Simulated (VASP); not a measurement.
Set up this calculation in VASP 6.6.1, as the native input.

```yaml
Task: relaxation of cell and atoms
Functional: r2SCAN
Potentials_or_basis: VASP PAW PBE potentials, release 64 (Fe, Al)
Cutoff: 600 eV
k_mesh: 14 × 14 × 14
Occupations: methfessel-paxton, width 0.1 eV
Spin: no spin polarisation
Further_INCAR_settings: ALGO = Normal; EDIFF = 1e-07; IBRION = 2; EDIFFG = -0.005; NSW = 60; ISIF = 3
```

The structure of AlFe lies in POSCAR:

```
AlFe
1.0
    2.8400000000      0.0000000000      0.0000000000
    0.0000000000      2.8400000000      0.0000000000
    0.0000000000      0.0000000000      2.8400000000
Fe Al
1 1
Direct
    0.0000000000      0.0000000000      0.0000000000
    0.5000000000      0.5000000000      0.5000000000
```

The cell was built by a generator and needn't be a form met in nature.

The input as run:

INCAR

```
  PREC = Accurate
  ENCUT = 600
  EDIFF = 1E-7
  ISMEAR = 1
  SIGMA = 0.1
  LREAL = F
  LASPH = T
  NELM = 120
  ALGO = Normal
  ISIF = 3
  LWAVE = F
  LCHARG = F
  METAGGA = R2SCAN
  LMIXTAU = T
  IBRION = 2
  NSW = 60
  EDIFFG = -0.005
```

KPOINTS

```
regular mesh
0
Gamma
  14 14 14
```

Potentials or basis: VASP PAW PBE potentials, release 64 (Fe, Al).

Launch:

```sh
$ cat potpaw_PBE.64/Fe/POTCAR potpaw_PBE.64/Al/POTCAR > POTCAR
$ mpirun -np 1 vasp_std > vasp.out
```

Results of the run:

- Relaxed volume: 11.48 Å³/atom
- Relaxed cell: a = 2.842 Å, b = 2.842 Å, c = 2.842 Å, α = 90.00°, β = 90.00°, γ = 90.00°
- Space group after relaxing (to 0.05 Å): Pm-3m (No. 221)
- Energy gained by relaxing: 0.0 meV/atom
- Ionic steps: 3
- Pressure after relaxing: -0.1 GPa
- Band gap on the k mesh: none (metal or under the smearing width)

Caveat: the PAW data sets were made with another functional, which shifts forces and pressure a little.

Wall time 65 s on 1 thread of Intel(R) Xeon(R) 6975P-C (Granite Rapids), on a shared host, peak memory 0.17 GiB.
